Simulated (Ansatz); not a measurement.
Level of theory: Ansatz, DFT PBE, scalar-relativistic, plane waves, PAW. Settings: cutoff 420 eV, Γ-centred meshes spaced at most about 0.3 Å⁻¹, and about 0.25 Å⁻¹ or finer for metals (2π included), Gaussian smearing. No spin polarisation.

Each guess is relaxed in cell and atoms at zero pressure, on a coarse mesh first where it starts far from rest and then on a converged one. The steps can't lower the symmetry of the start, but it can rise. Energies are static (0 K, no zero-point motion).

Two unrelaxed guesses for InGa3P4:

A.

```cif
data_structure
_symmetry_space_group_name_H-M 'P4/mmm'
_symmetry_Int_Tables_number 123
_cell_length_a 3.8490
_cell_length_b 3.8490
_cell_length_c 10.8867
_cell_angle_alpha 90.000
_cell_angle_beta 90.000
_cell_angle_gamma 90.000
_cell_volume 161.29
loop_
_atom_site_label
_atom_site_type_symbol
_atom_site_symmetry_multiplicity
_atom_site_Wyckoff_symbol
_atom_site_fract_x
_atom_site_fract_y
_atom_site_fract_z
_atom_site_occupancy
In1 In 1 d 0.50000 0.50000 0.50000 1
Ga1 Ga 2 g 0.00000 0.00000 0.75000 1
Ga2 Ga 1 c 0.50000 0.50000 0.00000 1
P1 P 1 b 0.00000 0.00000 0.50000 1
P2 P 2 h 0.50000 0.50000 0.25000 1
P3 P 1 a 0.00000 0.00000 0.00000 1
```

B.

```cif
data_structure
_symmetry_space_group_name_H-M 'P-43m'
_symmetry_Int_Tables_number 215
_cell_length_a 5.4434
_cell_length_b 5.4434
_cell_length_c 5.4434
_cell_angle_alpha 90.000
_cell_angle_beta 90.000
_cell_angle_gamma 90.000
_cell_volume 161.29
loop_
_atom_site_label
_atom_site_type_symbol
_atom_site_symmetry_multiplicity
_atom_site_Wyckoff_symbol
_atom_site_fract_x
_atom_site_fract_y
_atom_site_fract_z
_atom_site_occupancy
In1 In 1 b 0.50000 0.50000 0.50000 1
Ga1 Ga 3 d 0.00000 0.00000 0.50000 1
P1 P 4 e 0.75000 0.75000 0.75000 1
```

**Question.** Which guess leads to the lower structure, and by how much?

**Answer.** B ends lower, by 0.37 eV/atom. A: P4/mmm at 20.2 Å³/atom → P4/mmm at 18.3 Å³/atom; B: P-43m at 20.2 Å³/atom → P-43m at 22.2 Å³/atom. Counting P atoms around Ga and In (those within 1.25 times the shortest such distance or 1.15 times the sum of covalent radii, 1.27 where that leaves under three), the end of A has In 6, Ga 6 and the end of B has In 4, Ga 4. End of A. Conventional cell: a = 3.730 Å, c = 10.524 Å. In is surrounded by 6 P at 2.64–2.77 Å; around Ga on a site of symmetry 4mm lie 6 P at 2.57–2.69 Å; P on a site of symmetry 4/mmm is surrounded by 4 In at 2.64 Å and 2 Ga at 2.69 Å; 3 more sites not described. End of B. Conventional cell: a = 5.621 Å. Around In lie 4 P at 2.53 Å; Ga has 4 P at 2.40 Å; around P lie 3 Ga at 2.40 Å and 1 In at 2.53 Å.

Cells without such a test can be saddle points. Shaken at random and relaxed again, the end of B came back. Neither end is the lowest form computed: that has In and Ga ordered on zinc blende sites, space group I-42m (No. 121) and lies 8 meV/atom below the better end. Some types were kept out of the candidates beforehand, so the set may lack a known form.
